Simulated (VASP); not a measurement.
# Ru (P6_3/mmc) in VASP: notebook

The runs below take Ru through single point, with PBEsol.

All numbers are computed with VASP 6.6.1; they aren't measurements. Logs are shortened: lines on timing, memory, paths and dates and some standing lists are left out, and cuts for length are marked.

### 1 The undisturbed crystal

It takes space group P6_3/mmc (No. 194, hexagonal). Conventional cell: a = 2.706 Å, b = 2.706 Å, c = 4.282 Å, α = 90.00°, β = 90.00°, γ = 120.00°. Ru (site symmetry -6m2) is surrounded by 12 Ru at 2.65 to 2.71 Å.

### 2 Single point, PBEsol (grid = ENCUT=400 dk=0.35 cell=3x3x3 ISMEAR=1 SIGMA=0.1 LREAL=Auto EDIFF=1e-06)

INCAR reads:

```
PREC = Accurate
ENCUT = 400
EDIFF = 1E-6
ISMEAR = 1
SIGMA = 0.1
LREAL = Auto
LASPH = T
NELM = 120
ALGO = Fast
ISIF = 2
LWAVE = F
LCHARG = F
GGA = PS
NBANDS = 431
NCORE = 1
KPAR = 2
```

KPOINTS reads:

```
regular mesh
0
Gamma
  3 3 2
```

POSCAR reads:

```
Ru
1.0
    8.1174000000      0.0000000000      0.0000000000
   -4.0587000000      7.0298746128      0.0000000000
    0.0000000000      0.0000000000     12.8457000000
Ru
54
Direct
    0.2222222222      0.1111111111      0.2500000000
    0.2222222222      0.1111111111      0.5833333333
    0.2222222222      0.1111111111      0.9166666667
    0.2222222222      0.4444444444      0.2500000000
    0.2222222222      0.4444444444      0.5833333333
    0.2222222222      0.4444444444      0.9166666667
    0.2222222222      0.7777777778      0.2500000000
    0.2222222222      0.7777777778      0.5833333333
    0.2222222222      0.7777777778      0.9166666667
    0.5555555556      0.1111111111      0.2500000000
    0.5555555556      0.1111111111      0.5833333333
    0.5555555556      0.1111111111      0.9166666667
    0.5555555556      0.4444444444      0.2500000000
    0.5555555556      0.4444444444      0.5833333333
    0.5555555556      0.4444444444      0.9166666667
    0.5555555556      0.7777777778      0.2500000000
    0.5555555556      0.7777777778      0.5833333333
    0.5555555556      0.7777777778      0.9166666667
    0.8888888889      0.1111111111      0.2500000000
    0.8888888889      0.1111111111      0.5833333333
    0.8888888889      0.1111111111      0.9166666667
    0.8888888889      0.4444444444      0.2500000000
    0.8888888889      0.4444444444      0.5833333333
    0.8888888889      0.4444444444      0.9166666667
    0.8888888889      0.7777777778      0.2500000000
    0.8888888889      0.7777777778      0.5833333333
    0.8888888889      0.7777777778      0.9166666667
    0.1111111111      0.2222222222      0.0833333333
    0.1111111111      0.2222222222      0.4166666667
    0.1111111111      0.2222222222      0.7500000000
    0.1111111111      0.5555555556      0.0833333333
    0.1111111111      0.5555555556      0.4166666667
    0.1111111111      0.5555555556      0.7500000000
    0.1111111111      0.8888888889      0.0833333333
    0.1111111111      0.8888888889      0.4166666667
    0.1111111111      0.8888888889      0.7500000000
    0.4444444444      0.2222222222      0.0833333333
    0.4444444444      0.2222222222      0.4166666667
    0.4444444444      0.2222222222      0.7500000000
    0.4444444444      0.5555555556      0.0833333333
    0.4444444444      0.5555555556      0.4166666667
    0.4444444444      0.5555555556      0.7500000000
    0.4444444444      0.8888888889      0.0833333333
    0.4444444444      0.8888888889      0.4166666667
    0.4444444444      0.8888888889      0.7500000000
    0.7777777778      0.2222222222      0.0833333333
    0.7777777778      0.2222222222      0.4166666667
    0.7777777778      0.2222222222      0.7500000000
    0.7777777778      0.5555555556      0.0833333333
    0.7777777778      0.5555555556      0.4166666667
    0.7777777778      0.5555555556      0.7500000000
    0.7777777778      0.8888888889      0.0833333333
    0.7777777778      0.8888888889      0.4166666667
    0.7777777778      0.8888888889      0.7500000000
```

Potentials or basis: VASP PAW PBE potentials, release 64 (Ru_pv).

Run with:

```bash
$ cat potpaw_PBE.64/Ru_pv/POTCAR > POTCAR
$ mpirun -np 4 vasp_std > vasp.out
```

OUTCAR:

```text
PREC = Accurate
   ENCUT = 400
   EDIFF = 1E-6
   ISMEAR = 1
   LREAL = Auto
   LASPH = T
   NELM = 120
   ISIF = 2
   GGA = PS

 Found      6 irreducible k-points:

 Following reciprocal coordinates:
            Coordinates               Weight
  0.000000  0.000000  0.000000      1.000000
  0.333333  0.000000  0.000000      6.000000
  0.333333  0.333333  0.000000      2.000000
  0.000000  0.000000  0.500000      1.000000
  0.333333  0.000000  0.500000      6.000000
  0.333333  0.333333  0.500000      2.000000
   k-points           NKPTS =      6   k-points in BZ     NKDIM =      6   number of bands    NBANDS=    432
   number of dos      NEDOS =    301   number of ions     NIONS =     54
   total plane-waves  NPLWV = 244944
   dimension x,y,z NGX =    54 NGY =   54 NGZ =   84
   dimension x,y,z NGXF=   108 NGYF=  108 NGZF=  168
   ions per type =              54
   NGX,Y,Z   is equivalent  to a cutoff of  11.06, 11.06, 10.87 a.u.
   NGXF,Y,Z  is equivalent  to a cutoff of  22.12, 22.12, 21.74 a.u.
 SYSTEM =  unknown system
   PREC   = accura    normal or accurate (medium, high low for compatibility)
   ISTART =      0    job   : 0-new  1-cont  2-samecut
   ICHARG =      2    charge: 1-file 2-atom 10-const
   ISPIN  =      1    spin polarized calculation?
   LNONCOLLINEAR =      F non collinear calculations
   LSORBIT =      F    spin-orbit coupling
   LASPH  =      T    aspherical Exc in radial PAW
   ENCUT  =  400.0 eV  29.40 Ry    5.42 a.u.  13.24 13.24 20.95*2*pi/ulx,y,z
   NELM   =    120;   NELMIN=  2; NELMDL= -5     # of ELM steps
   EDIFF  = 0.1E-05   stopping-criterion for ELM
   LREAL  =      T    real-space projection
   EDIFFG = 0.1E-04   stopping-criterion for IOM
   NSW    =      0    number of steps for IOM
   IBRION =     -1    ionic relax: 0-MD 1-quasi-New 2-CG
   NFREE  =      0    steps in history (QN), initial steepest desc. (CG)
   ISIF   =      2    stress and relaxation
   ISYM   =      2    0-nonsym 1-usesym 2-fastsym
   POTIM  = 0.5000    time-step for ionic-motion
   TEBEG  =    0.0;   TEEND  =   0.0 temperature during run
   PSTRESS=    0.0 pullay stress
   NELECT =     756.0000    total number of electrons
   NUPDOWN=      -1.0000    fix difference up-down
   EMIN   =  10.00;   EMAX   =-10.00  energy-range for DOS
   EFERMI =   0.00;   METHOD = LEGACY
   ISMEAR =     1;   SIGMA  =   0.10  broadening in eV -4-tet -1-fermi 0-gaus
   EFERMI_NEDOS =   21; number of points for ismear=-14 and -15
   IALGO  =     68    algorithm
   IMIX   =      4    mixing-type and parameters
     AMIX     =   0.40;   BMIX     =  1.00
     AMIX_MAG =   1.60;   BMIX_MAG =  1.00
  volume/ion in A,a.u.               =      13.57        91.61
  Fermi-wavevector in a.u.,A,eV,Ry     =   1.654022  3.125649 37.222674  2.735789
  Thomas-Fermi vector in A             =   2.742361
   LORBIT       =      0    0 simple, 1 ext, 2 COOP (PROOUT), +10 PAW based schemes
   GGA     = PS    functional components
   LHFCALC =     F    Hartree Fock is set to
   AEXX    =    0.0000 exact exchange contribution
   IVDW    =     0    specifies the selected vdW correction
   LEPSILON=     F    determine dielectric tensor
   LRPA    =     F    only Hartree local field effects (RPA)
 non-spin polarized calculation
 RMM-DIIS sequential band-by-band and
 Methfessel and Paxton  Order N= 1 SIGMA  =   0.10
  energy-cutoff  :      400.00
  volume of cell :      733.03
 maximum number of plane-waves:     13386
 NGX is ok and might be reduce to    54
   NGX = 27   NGY = 27   NGZ = 41

 number of electron     756.0000199 magnetization

 Free energy of the ion-electron system (eV)
  ---------------------------------------------------
  ext. energy  EPLUGINS =         0.00000000
  ---------------------------------------------------
  free energy    TOTEN  =      -549.47055740 eV

  energy without entropy =     -549.50800655  energy(sigma->0) =     -549.48304045

 E-fermi :  12.7770     XC(G=0): -14.2823

 val. band max:       12.7746565745   @ k =   0.3333   0.3333   0.0000
 cond. band min:      12.8546818692   @ k =   0.3333   0.0000   0.0000
 fundamental gap:      0.0800252947
 Fermi energy:        12.7769859857

 k-point     1 :       0.0000    0.0000    0.0000
  band No.  band energies     occupation
      1     -30.8907      2.00000
      2     -30.6921      2.00000
      3     -30.6921      2.00000
      4     -30.6921      2.00000
      5     -30.6921      2.00000
      6     -30.6921      2.00000
[... 382 lines left out ...]
    389      13.2354     -0.00000
    390      13.2355     -0.00000

 k-point     2 :       0.3333    0.0000    0.0000
  band No.  band energies     occupation
      1     -30.8491      2.00000
      2     -30.8036      2.00000
      3     -30.8036      2.00000
      4     -30.7336      2.00000
      5     -30.7336      2.00000
      6     -30.7336      2.00000
[... 382 lines left out ...]
    389      13.1606     -0.00000
    390      13.2387     -0.00000

 k-point     3 :       0.3333    0.3333    0.0000
  band No.  band energies     occupation
      1     -30.7903      2.00000
      2     -30.7903      2.00000
      3     -30.7903      2.00000
      4     -30.7903      2.00000
      5     -30.7903      2.00000
      6     -30.7903      2.00000
[... 382 lines left out ...]
    389      12.8945     -0.07011
    390      12.8945     -0.07011

 k-point     4 :       0.0000    0.0000    0.5000
  band No.  band energies     occupation
      1     -30.8180      2.00000
      2     -30.8180      2.00000
      3     -30.6618      2.00000
      4     -30.6618      2.00000
      5     -30.6618      2.00000
      6     -30.6618      2.00000
[... 382 lines left out ...]
    389      13.0805     -0.00015
    390      13.0809     -0.00015

 k-point     5 :       0.3333    0.0000    0.5000
  band No.  band energies     occupation
      1     -30.7840      2.00000
      2     -30.7840      2.00000
      3     -30.7808      2.00000
      4     -30.7808      2.00000
      5     -30.7534      2.00000
      6     -30.7534      2.00000
[... 382 lines left out ...]
    389      13.1903     -0.00000
    390      13.1903     -0.00000

 k-point     6 :       0.3333    0.3333    0.5000
  band No.  band energies     occupation
      1     -30.7732      2.00000
      2     -30.7732      2.00000
      3     -30.7732      2.00000
      4     -30.7732      2.00000
      5     -30.7732      2.00000
      6     -30.7732      2.00000
[... 382 lines left out ...]
    389      13.2057     -0.00000
    390      13.2058     -0.00000
 [bands above 390 left out]

------------------------ aborting loop because EDIFF is reached ----------------------------------------

  FORCE on cell =-STRESS in cart. coord.  units (eV):
  Direction    XX          YY          ZZ          XY          YZ          ZX
  --------------------------------------------------------------------------------------
  -------------------------------------------------------------------------------------
  Total      -33.4872286    -33.4872286    -35.6180932      0.0000000      0.0000000      0.0000000
  in kB      -73.1926529    -73.1926529    -77.8500591      0.0000000      0.0000000      0.0000000
  external PRESSURE =     -74.7451216 kB  Pullay stress =       0.0000000 kB

 VOLUME and BASIS-vectors are now :
 -----------------------------------------------------------------------------
  energy-cutoff  :      400.00
  volume of cell :      733.03
      direct lattice vectors                 reciprocal lattice vectors
     8.117400000  0.000000000  0.000000000     0.123192155  0.071125024  0.000000000
    -4.058700000  7.029874613  0.000000000     0.000000000  0.142250048  0.000000000
     0.000000000  0.000000000 12.845700000     0.000000000  0.000000000  0.077847062

 POSITION                                       TOTAL-FORCE (eV/Angst)
 -----------------------------------------------------------------------------------
      1.35290      0.78110      3.21143         0.000000      0.000000     -0.000000
      1.35290      0.78110      7.49332         0.000000     -0.000000     -0.000000
      1.35290      0.78110     11.77523         0.000000      0.000000      0.000000
      0.00000      3.12439      3.21143         0.000000      0.000000      0.000000
      0.00000      3.12439      7.49332         0.000000      0.000000     -0.000000
      0.00000      3.12439     11.77523         0.000000      0.000000      0.000000
[... 46 lines left out ...]
      2.70580      6.24878      5.35238        -0.000000      0.000000     -0.000000
      2.70580      6.24878      9.63428        -0.000000      0.000000     -0.000000
 -----------------------------------------------------------------------------------
    total drift:                                0.000000      0.000000     -0.000005

  FREE ENERGIE OF THE ION-ELECTRON SYSTEM (eV)
  ---------------------------------------------------
  free  energy   TOTEN  =      -549.4705573954 eV

  energy  without entropy=     -549.5080065497  energy(sigma->0) =     -549.48304045
```

Run time: 17 min. Hardware: 4 MPI ranks of Intel Xeon Platinum 8488C (Sapphire Rapids), shared host; peak memory 0.68 GiB.

These settings aren't checked as converged: the numbers below hold their error.

What came out:

```
Free energy            : -549.4706 eV
Pressure               : -7.5 GPa
Band gap on the k mesh : none (metal or under the smearing width)
```

Caveat: the PAW data sets were made with another functional, which shifts forces and pressure a little.

### 3 Single point, PBEsol (grid = ENCUT=400 dk=0.45 cell=3x3x3 ISMEAR=1 SIGMA=0.1 LREAL=Auto EDIFF=1e-06)

INCAR is that of step 2.

KPOINTS reads:

```
regular mesh
0
Gamma
  2 2 2
```

POSCAR is that of step 2.

Potentials or basis: VASP PAW PBE potentials, release 64 (Ru_pv).

Run with:

```bash
$ cat potpaw_PBE.64/Ru_pv/POTCAR > POTCAR
$ mpirun -np 4 vasp_std > vasp.out
```

Run time: 19 min. Hardware: 4 MPI ranks of Intel Xeon Platinum 8488C (Sapphire Rapids), shared host; peak memory 0.6 GiB.

These settings aren't checked as converged: the numbers below hold their error.

Results:

| Quantity | Value |
| --- | --- |
| Free energy | -548.1695 eV |
| Pressure | -6.9 GPa |
| Band gap on the k mesh | none (metal or under the smearing width) |

Caveat: the k mesh is coarse (spacing up to 0.45 Å⁻¹), so the values aren't converged; the PAW data sets were made with another functional, which shifts forces and pressure a little.

### 4 Single point, PBEsol (grid = ENCUT=400 dk=0.27 cell=3x3x3 ISMEAR=1 SIGMA=0.1 LREAL=Auto EDIFF=1e-06)

INCAR reads:

```
SYSTEM = Ru
PREC = Accurate
ENCUT = 400
EDIFF = 1E-6
ISMEAR = 1
SIGMA = 0.1
LREAL = Auto
LASPH = .True.
NELM = 120
ALGO = Fast
ISIF = 2
LWAVE = .False.
LCHARG = .False.
GGA = PS
NBANDS = 431
NCORE = 1
KPAR = 2
```

KPOINTS reads:

```
regular mesh
0
Gamma
  4 4 2
  0 0 0
```

POSCAR is that of step 3.

Run with:

```bash
$ cat potpaw_PBE.64/Ru_pv/POTCAR > POTCAR
$ mpirun -np 4 vasp_std > vasp.out
```

Run time: 19 min. Hardware: 4 MPI ranks of Intel Xeon Platinum 8488C (Sapphire Rapids), shared host; peak memory 0.76 GiB.

These settings aren't checked as converged: the numbers below hold their error.

Results:

* Free energy: -549.1321 eV
* Pressure: -7.4 GPa
* Band gap on the k mesh: none (metal or under the smearing width)

Caveat: the PAW data sets were made with another functional, which shifts forces and pressure a little.

### 5 Single point, PBEsol (grid = ENCUT=400 dk=0.6 cell=3x3x3 ISMEAR=1 SIGMA=0.1 LREAL=Auto EDIFF=1e-06)

INCAR is that of step 4.

KPOINTS reads:

```
regular mesh
0
Gamma
  2 2 1
  0 0 0
```

POSCAR is that of step 4.

Run with:

```bash
$ cat potpaw_PBE.64/Ru_pv/POTCAR > POTCAR
$ mpirun -np 4 vasp_std > vasp.out
```

It took 6.2 min on 4 MPI ranks of Intel Xeon Platinum 8488C (Sapphire Rapids), shared host; peak memory 0.48 GiB.

These settings aren't checked as converged: the numbers below hold their error.

Results:

```yaml
Free_energy: -546.8676 eV
Pressure: -6.5 GPa
Band_gap_on_the_k_mesh: none (metal or under the smearing width)
```

Caveat: the k mesh is coarse (spacing up to 0.49 Å⁻¹), so the values aren't converged; the PAW data sets were made with another functional, which shifts forces and pressure a little.

### 6 Single point, PBEsol (grid = ENCUT=400 dk=0.35 cell=3x3x3 ISMEAR=1 SIGMA=0.1 LREAL=Auto EDIFF=1e-06)

INCAR reads:

```
ALGO = Fast
EDIFF = 1E-6
ENCUT = 400
GGA = PS
ISIF = 2
ISMEAR = 1
KPAR = 2
LASPH = True
LCHARG = False
LREAL = Auto
LWAVE = False
NBANDS = 432
NCORE = 1
NELM = 120
PREC = Accurate
SIGMA = 0.1
```

KPOINTS reads:

```
k-points
0
Gamma
  3 3 2
```

POSCAR is that of step 5.

Potentials or basis: VASP PAW PBE potentials, release 64 (Ru_pv).

Run with:

```bash
$ cat potpaw_PBE.64/Ru_pv/POTCAR > POTCAR
$ mpirun -np 4 vasp_std > vasp.out
```

Run time: 13 min. Hardware: 4 MPI ranks of Intel Xeon Platinum 8559C (Emerald Rapids), shared host; peak memory 0.68 GiB.

The run converged, but some of its settings lie outside the range that counts as converged, so its numbers aren't taken as properties of the crystal.

What came out:

| Property | Result |
| --- | --- |
| Free energy | -549.4706 eV |
| Pressure | -7.5 GPa |
| Band gap on the k mesh | none (metal or under the smearing width) |

Caveat: the PAW data sets were made with another functional, which shifts forces and pressure a little.

### 7 For comparison

An earlier run on the cell as given: functional PBE; potentials or basis VASP PAW PBE potentials, release 64 (Ru_pv); cutoff 520 eV; k mesh 11 × 11 × 6; occupations fermi-dirac, width 0.05 eV; no spin polarisation.

- Pressure: 4.5 GPa
- Band gap on the k mesh: none (metal or under the smearing width)
